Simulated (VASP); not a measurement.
# SiO2: equation of state with PBE

SiO2:

```
CELL_PARAMETERS angstrom
-2.47729 2.47729 3.65567
2.47729 -2.47729 3.65567
2.47729 2.47729 -3.65567
ATOMIC_POSITIONS crystal
Si 0.75000 0.25000 0.50000
Si 0.00000 0.00000 0.00000
O 0.87500 0.02821 0.65321
O 0.77821 0.12500 0.15321
O 0.97179 0.62500 0.84679
O 0.37500 0.22179 0.34679
```

The cell comes from a database or a generator and needn't be the stable form of this composition.

```yaml
Program: VASP 6.6.1
Task: equation of state
Functional: PBE
Potentials_or_basis: VASP PAW PBE potentials, release 64 (Si, O)
Cutoff: 520 eV
k_mesh: 8 × 8 × 8
Occupations: fermi-dirac, width 0.05 eV
Spin: no spin polarisation
```

| Quantity | Value |
| --- | --- |
| Equilibrium volume | 15.40 Å³/atom |
| Bulk modulus at fixed shape and positions | 154 GPa |
| Pressure derivative of the bulk modulus | 4.0 |

Energy against volume, from the lowest point:
| volume (Å³/atom) | energy (meV/atom) |
| --- | --- |
| 14.059 | 64.51 |
| 14.358 | 37.30 |
| 14.657 | 17.97 |
| 14.956 | 5.75 |
| 15.256 | 0.00 |
| 15.555 | 0.10 |
| 15.854 | 5.49 |

All runs of the series together: 15 min on 1 thread of Intel(R) Xeon(R) Platinum 8488C (Sapphire Rapids), on a shared host.

Caveat: the cell was scaled at fixed shape and fractional positions, which overstates the stiffness of a crystal with free parameters, most of all of layers and chains.
